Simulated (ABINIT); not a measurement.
# AlN (F-43m) in ABINIT: further runs

One crystal, AlN, is run at these levels: BLYP, PBE+D3; tasks: equation of state.

Program: ABINIT 10.8.3 (patched build). These are calculated values, not measurements. Logs are shortened: lines on timing, memory, paths and dates and some standing lists are left out, and cuts for length are marked. The log counts tension as positive stress, the text compression.

### Step 1. The crystal as given

Symmetry: F-43m, No. 216, cubic system. The conventional cell has a = 4.368 Å, b = 4.368 Å, c = 4.368 Å, α = 90.00°, β = 90.00°, γ = 90.00°. Al (site symmetry -43m) is surrounded by 4 N at 1.89 Å. N (site symmetry -43m) is surrounded by 4 Al at 1.89 Å.

Measurements of this composition are mostly on another form, of space group No. 186.

### Step 2. Equation of state, BLYP

The input, run.abi:

```
ndtset 7
getwfk -1
scalecart1 3*0.9795861087
scalecart2 3*0.9864848297
scalecart3 3*0.9932883884
scalecart4 3*1.0000000000
scalecart5 3*1.0066227096
scalecart6 3*1.0131594038
scalecart7 3*1.0196128224

pp_dirpath "./"
pseudos "Al.GGA_PBE-JTH.xml, N.GGA_PBE-JTH.xml"

acell 3.0886333121 3.0886333121 3.0886333121 Angstrom
rprim
     0.0000000000     0.7071067812     0.7071067812
     0.7071067812     0.0000000000     0.7071067812
     0.7071067812     0.7071067812     0.0000000000
ntypat 2
znucl 13 7
natom 2
typat 1 2
xred
     0.0000000000     0.0000000000     0.0000000000
     0.2500000000     0.2500000000     0.2500000000

ecut 680.284656 eV
pawecutdg 47.0

kptopt 1
ngkpt 10 10 10
nshiftk 1
shiftk 0.0 0.0 0.0

ixc -106131

nband 8
occopt 3
tsmear 0.00183747

nstep 100
tolvrs 1.0e-9

iomode 3
prtwf 1
prtden 0
prteig 0
prtebands 0
```

Potentials or basis: JTH PAW PBE v2.0.

Started as:

```sh
> abinit run.abi > log 2>&1
```

run.abo:

```text
.Version 10.8.3 of ABINIT
 DATASET    1 : space group F-4 3 m (#216); Bravais cF (face-center cubic)
================================================================================
 Values of the parameters that define the memory need for DATASET  1.
     intxc =       0    ionmov =       0      iscf =      17    lmnmax =       8
     lnmax =       4     mgfft =      27  mpssoang =       2    mqgrid =    3001
     natom =       2  nloc_mem =       2    nspden =       1   nspinor =       1
    nsppol =       1      nsym =      24    n1xccc =       1    ntypat =       2
    occopt =       3   xclevel =       2
       mpw =         804          nfft =       19683          nkpt =          47
 PAW method is used; the additional fine FFT grid is defined by:
   mgfftf=        36    nfftf =     46656
================================================================================
================================================================================
[... 71 lines left out ...]
 DATASET    7 : space group F-4 3 m (#216); Bravais cF (face-center cubic)
================================================================================
 Values of the parameters that define the memory need for DATASET  7.
     intxc =       0    ionmov =       0      iscf =      17    lmnmax =       8
     lnmax =       4     mgfft =      30  mpssoang =       2    mqgrid =    3001
     natom =       2  nloc_mem =       2    nspden =       1   nspinor =       1
    nsppol =       1      nsym =      24    n1xccc =       1    ntypat =       2
    occopt =       3   xclevel =       2
       mpw =         908          nfft =       27000          nkpt =          47
 PAW method is used; the additional fine FFT grid is defined by:
   mgfftf=        40    nfftf =     64000
================================================================================
================================================================================

--------------------------------------------------------------------------------
------------- Echo of variables that govern the present computation ------------
--------------------------------------------------------------------------------
 -outvars: echo values of preprocessed input variables --------
            acell      5.8366710632E+00  5.8366710632E+00  5.8366710632E+00 Bohr
              amu      2.69815390E+01  1.40067400E+01
             ecut      2.50000000E+01 Hartree
           getwfk          -1
              ixc     -106131
           jdtset        1    2    3    4    5    6    7
         kptrlatt       10    0    0      0   10    0      0    0   10
          kptrlen1     5.71752189E+01
          kptrlen2     5.75778746E+01
          kptrlen3     5.79749759E+01
          kptrlen4     5.83667106E+01
          kptrlen5     5.87532564E+01
          kptrlen6     5.91347817E+01
          kptrlen7     5.95114466E+01
            natom           2
            nband           8
           ndtset           7
            ngfft1         27      27      27
            ngfft2         27      27      27
            ngfft3         30      30      30
            ngfft4         30      30      30
            ngfft5         30      30      30
            ngfft6         30      30      30
            ngfft7         30      30      30
          ngfftdg1         36      36      36
          ngfftdg2         36      36      36
          ngfftdg3         36      36      36
          ngfftdg4         40      40      40
          ngfftdg5         40      40      40
          ngfftdg6         40      40      40
          ngfftdg7         40      40      40
             nkpt          47
            nstep         100
             nsym          24
           ntypat           2
           occopt           3
        pawecutdg      4.70000000E+01 Hartree
         pawxcdev           0
           prtden           0
        prtebands           0
           prteig           0
            rprim1     0.0000000000E+00  6.9267198023E-01  6.9267198023E-01
                       6.9267198023E-01  0.0000000000E+00  6.9267198023E-01
                       6.9267198023E-01  6.9267198023E-01  0.0000000000E+00
            rprim2     0.0000000000E+00  6.9755011263E-01  6.9755011263E-01
                       6.9755011263E-01  0.0000000000E+00  6.9755011263E-01
                       6.9755011263E-01  6.9755011263E-01  0.0000000000E+00
            rprim3     0.0000000000E+00  7.0236095512E-01  7.0236095512E-01
                       7.0236095512E-01  0.0000000000E+00  7.0236095512E-01
                       7.0236095512E-01  7.0236095512E-01  0.0000000000E+00
            rprim4     0.0000000000E+00  7.0710678120E-01  7.0710678120E-01
                       7.0710678120E-01  0.0000000000E+00  7.0710678120E-01
                       7.0710678120E-01  7.0710678120E-01  0.0000000000E+00
            rprim5     0.0000000000E+00  7.1178974407E-01  7.1178974407E-01
                       7.1178974407E-01  0.0000000000E+00  7.1178974407E-01
                       7.1178974407E-01  7.1178974407E-01  0.0000000000E+00
            rprim6     0.0000000000E+00  7.1641188486E-01  7.1641188486E-01
                       7.1641188486E-01  0.0000000000E+00  7.1641188486E-01
                       7.1641188486E-01  7.1641188486E-01  0.0000000000E+00
            rprim7     0.0000000000E+00  7.2097514092E-01  7.2097514092E-01
                       7.2097514092E-01  0.0000000000E+00  7.2097514092E-01
                       7.2097514092E-01  7.2097514092E-01  0.0000000000E+00
          spgroup         216
           tolvrs      1.00000000E-09
           tsmear      1.83747000E-03 Hartree
            typat      1  2
           useylm           1
           xangst1     0.0000000000E+00  0.0000000000E+00  0.0000000000E+00
                       1.0697048763E+00  1.0697048763E+00  1.0697048763E+00
           xangst2     0.0000000000E+00  0.0000000000E+00  0.0000000000E+00
                       1.0772382574E+00  1.0772382574E+00  1.0772382574E+00
           xangst3     0.0000000000E+00  0.0000000000E+00  0.0000000000E+00
                       1.0846677216E+00  1.0846677216E+00  1.0846677216E+00
           xangst4     0.0000000000E+00  0.0000000000E+00  0.0000000000E+00
                       1.0919967798E+00  1.0919967798E+00  1.0919967798E+00
           xangst5     0.0000000000E+00  0.0000000000E+00  0.0000000000E+00
                       1.0992287574E+00  1.0992287574E+00  1.0992287574E+00
           xangst6     0.0000000000E+00  0.0000000000E+00  0.0000000000E+00
                       1.1063668064E+00  1.1063668064E+00  1.1063668064E+00
           xangst7     0.0000000000E+00  0.0000000000E+00  0.0000000000E+00
                       1.1134139187E+00  1.1134139187E+00  1.1134139187E+00
            xcart1     0.0000000000E+00  0.0000000000E+00  0.0000000000E+00
                       2.0214492517E+00  2.0214492517E+00  2.0214492517E+00
            xcart2     0.0000000000E+00  0.0000000000E+00  0.0000000000E+00
                       2.0356852788E+00  2.0356852788E+00  2.0356852788E+00
            xcart3     0.0000000000E+00  0.0000000000E+00  0.0000000000E+00
                       2.0497249314E+00  2.0497249314E+00  2.0497249314E+00
            xcart4     0.0000000000E+00  0.0000000000E+00  0.0000000000E+00
                       2.0635748442E+00  2.0635748442E+00  2.0635748442E+00
            xcart5     0.0000000000E+00  0.0000000000E+00  0.0000000000E+00
                       2.0772413012E+00  2.0772413012E+00  2.0772413012E+00
            xcart6     0.0000000000E+00  0.0000000000E+00  0.0000000000E+00
                       2.0907302589E+00  2.0907302589E+00  2.0907302589E+00
            xcart7     0.0000000000E+00  0.0000000000E+00  0.0000000000E+00
                       2.1040473711E+00  2.1040473711E+00  2.1040473711E+00
             xred      0.0000000000E+00  0.0000000000E+00  0.0000000000E+00
                       2.5000000000E-01  2.5000000000E-01  2.5000000000E-01
            znucl       13.00000    7.00000

================================================================================

 chkinp: Checking input parameters for consistency, jdtset=   1.

 chkinp: Checking input parameters for consistency, jdtset=   2.

 chkinp: Checking input parameters for consistency, jdtset=   3.

 chkinp: Checking input parameters for consistency, jdtset=   4.
[... 27 lines left out ...]
 getcut: wavevector=  0.0000  0.0000  0.0000  ngfft=  27  27  27
         ecut(hartree)=     25.000   => boxcut(ratio)=   2.02335

 Fine grid specifications (used for densities):

 getcut: wavevector=  0.0000  0.0000  0.0000  ngfft=  36  36  36
         ecut(hartree)=     47.000   => boxcut(ratio)=   2.04024

--- Pseudopotential description ------------------------------------------------
- pspini: atom type   1  psp file is ./Al.GGA_PBE-JTH.xml
 Pseudopotential format is: paw10
 basis_size (lnmax)=  4 (lmn_size=  8), orbitals=   0   0   1   1
 Spheres core radius: rc_sph= 1.90363307
 Shapefunction is SIN type: shapef(r)=[sin(pi*r/rshp)/(pi*r/rshp)]**2
 Radius for shape functions =  1.60786206
 Compensation charge density is not taken into account in XC energy/potential

- pspini: atom type   2  psp file is ./N.GGA_PBE-JTH.xml
 Pseudopotential format is: paw10
 basis_size (lnmax)=  4 (lmn_size=  8), orbitals=   0   0   1   1
 Spheres core radius: rc_sph= 1.20497474
 Shapefunction is SIN type: shapef(r)=[sin(pi*r/rshp)/(pi*r/rshp)]**2
 Radius for shape functions =  1.00243812
 Compensation charge density is not taken into account in XC energy/potential

  -4.47066277E+00                                ecore*ucvol(ha*bohr**3)
--------------------------------------------------------------------------------

[... 7 lines left out ...]

     iter   Etot(hartree)      deltaE(h)  residm     nres2
 ETOT  1  -12.291173899962    -1.229E+01 1.327E-01 4.283E+01
 ETOT  2  -12.218801795810     7.237E-02 2.574E-02 9.479E+00
 ETOT  3  -12.208641656596     1.016E-02 1.575E-03 8.014E-01
 ETOT  4  -12.208936271493    -2.946E-04 1.215E-03 3.767E-02
 ETOT  5  -12.208906996742     2.927E-05 3.967E-05 3.070E-03
 ETOT  6  -12.208914169653    -7.173E-06 1.078E-04 4.320E-04
 ETOT  7  -12.208913872968     2.967E-07 1.414E-05 2.626E-05
 ETOT  8  -12.208913819583     5.338E-08 4.438E-05 3.372E-07
 ETOT  9  -12.208913820119    -5.356E-10 5.872E-06 2.641E-08
 ETOT 10  -12.208913820123    -4.270E-12 1.801E-05 3.289E-09
 ETOT 11  -12.208913820122     1.121E-12 2.463E-06 2.332E-11
[... 1222 lines left out ...]
 Cartesian components of stress tensor (hartree/bohr^3)
  sigma(1 1)=  1.27623862E-04  sigma(3 2)=  0.00000000E+00
  sigma(2 2)=  1.27623862E-04  sigma(3 1)=  0.00000000E+00
  sigma(3 3)=  1.27623862E-04  sigma(2 1)=  0.00000000E+00

-Cartesian components of stress tensor (GPa)         [Pressure= -3.7548E+00 GPa]
- sigma(1 1)=  3.75482365E+00  sigma(3 2)=  0.00000000E+00
- sigma(2 2)=  3.75482365E+00  sigma(3 1)=  0.00000000E+00
- sigma(3 3)=  3.75482365E+00  sigma(2 1)=  0.00000000E+00

== END DATASET(S) ==============================================================
================================================================================

 -outvars: echo values of variables after computation  --------
            acell      5.8366710632E+00  5.8366710632E+00  5.8366710632E+00 Bohr
           etotal1    -1.2208913820E+01
           etotal2    -1.2210810685E+01
           etotal3    -1.2212209736E+01
           etotal4    -1.2213158552E+01
           etotal5    -1.2213688419E+01
           etotal6    -1.2213846553E+01
           etotal7    -1.2213674243E+01
            fcart1     1.0406539164E-30  1.0406539164E-30 -3.1219617493E-30
                      -1.0406539164E-30 -1.0406539164E-30  3.1219617493E-30
            fcart2    -2.5834409456E-31 -2.5834409456E-31  7.7503228367E-31
                       2.5834409456E-31  2.5834409456E-31 -7.7503228367E-31
            fcart3    -0.0000000000E+00 -0.0000000000E+00 -0.0000000000E+00
                      -0.0000000000E+00 -0.0000000000E+00 -0.0000000000E+00
            fcart4    -0.0000000000E+00 -0.0000000000E+00 -0.0000000000E+00
                      -0.0000000000E+00 -0.0000000000E+00 -0.0000000000E+00
            fcart5    -7.5952746056E-31 -2.7849340221E-30  2.2785823817E-30
                       7.5952746056E-31  2.7849340221E-30 -2.2785823817E-30
            fcart6    -0.0000000000E+00 -0.0000000000E+00 -0.0000000000E+00
                      -0.0000000000E+00 -0.0000000000E+00 -0.0000000000E+00
            fcart7     8.7482604753E-31  8.7482604753E-31 -2.6244781426E-30
                      -8.7482604753E-31 -8.7482604753E-31  2.6244781426E-30
            rprim1     0.0000000000E+00  6.9267198023E-01  6.9267198023E-01
[... 30 lines left out ...]
           strten6     1.3105847448E-05  1.3105847448E-05  1.3105847448E-05
                       0.0000000000E+00  0.0000000000E+00  0.0000000000E+00
           strten7     1.2762386171E-04  1.2762386171E-04  1.2762386171E-04
                       0.0000000000E+00  0.0000000000E+00  0.0000000000E+00
           xangst1     0.0000000000E+00  0.0000000000E+00  0.0000000000E+00
                       1.0697048763E+00  1.0697048763E+00  1.0697048763E+00
           xangst2     0.0000000000E+00  0.0000000000E+00  0.0000000000E+00
                       1.0772382574E+00  1.0772382574E+00  1.0772382574E+00
           xangst3     0.0000000000E+00  0.0000000000E+00  0.0000000000E+00
                       1.0846677216E+00  1.0846677216E+00  1.0846677216E+00
           xangst4     0.0000000000E+00  0.0000000000E+00  0.0000000000E+00
                       1.0919967798E+00  1.0919967798E+00  1.0919967798E+00
           xangst5     0.0000000000E+00  0.0000000000E+00  0.0000000000E+00
                       1.0992287574E+00  1.0992287574E+00  1.0992287574E+00
           xangst6     0.0000000000E+00  0.0000000000E+00  0.0000000000E+00
                       1.1063668064E+00  1.1063668064E+00  1.1063668064E+00
           xangst7     0.0000000000E+00  0.0000000000E+00  0.0000000000E+00
                       1.1134139187E+00  1.1134139187E+00  1.1134139187E+00
             xred      0.0000000000E+00  0.0000000000E+00  0.0000000000E+00
                       2.5000000000E-01  2.5000000000E-01  2.5000000000E-01
 Calculation completed.
```

It took 62 s on 1 thread of Arm Neoverse V2, shared host; peak memory 0.13 GiB.

Results:

| Quantity | Value |
| --- | --- |
| Equilibrium volume | 10.83 Å³/atom |
| Bulk modulus | 184 GPa |
| Pressure derivative of the bulk modulus | 4.1 (rough: it moves with the points fitted) |

Energy against volume, from the lowest point:
| volume (Å³/atom) | energy (meV/atom) |
| --- | --- |
| 9.792 | 67.11 |
| 10.001 | 41.31 |
| 10.209 | 22.27 |
| 10.417 | 9.36 |
| 10.626 | 2.15 |
| 10.834 | 0.00 |
| 11.042 | 2.34 |

Caveat: the cutoff is too short for stress, so the log's stress isn't used; pressures at fixed basis lie under the slope of the energies; the PAW data sets were made with another functional, which shifts forces and pressure a little.

### Step 3. Equation of state, PBE+D3

run.abi: that of step 2 with these lines changed.

```diff
@@ -13,3 +13,3 @@
 
-acell 3.0886333121 3.0886333121 3.0886333121 Angstrom
+acell 5.8366710593 5.8366710593 5.8366710593
 rprim
@@ -26,3 +26,3 @@
 
-ecut 680.284656 eV
+ecut 25.0
 pawecutdg 47.0
@@ -34,3 +34,4 @@
 
-ixc -106131
+ixc 11
+vdw_xc 6
 
@@ -48 +49,2 @@
 prtebands 0
+enunit 2
```

Potentials or basis: JTH PAW PBE v2.0.

Started as:

```sh
> abinit run.abi > log 2>&1
```

It took 53 s on 1 thread of Arm Neoverse V2, shared host; peak memory 0.13 GiB.

It converged, with:

| Property | Result |
| --- | --- |
| Equilibrium volume | 10.55 Å³/atom |
| Bulk modulus | 201 GPa |
| Pressure derivative of the bulk modulus | 3.9 |

Energy against volume, from the lowest point:
```tsv
volume (Å³/atom)	energy (meV/atom)
9.792	38.03
10.001	19.10
10.209	6.89
10.417	0.65
10.626	0.00
10.834	4.36
11.042	13.17
```

Caveat: the cutoff is too short for stress, so the log's stress isn't used; pressures at fixed basis lie under the slope of the energies.
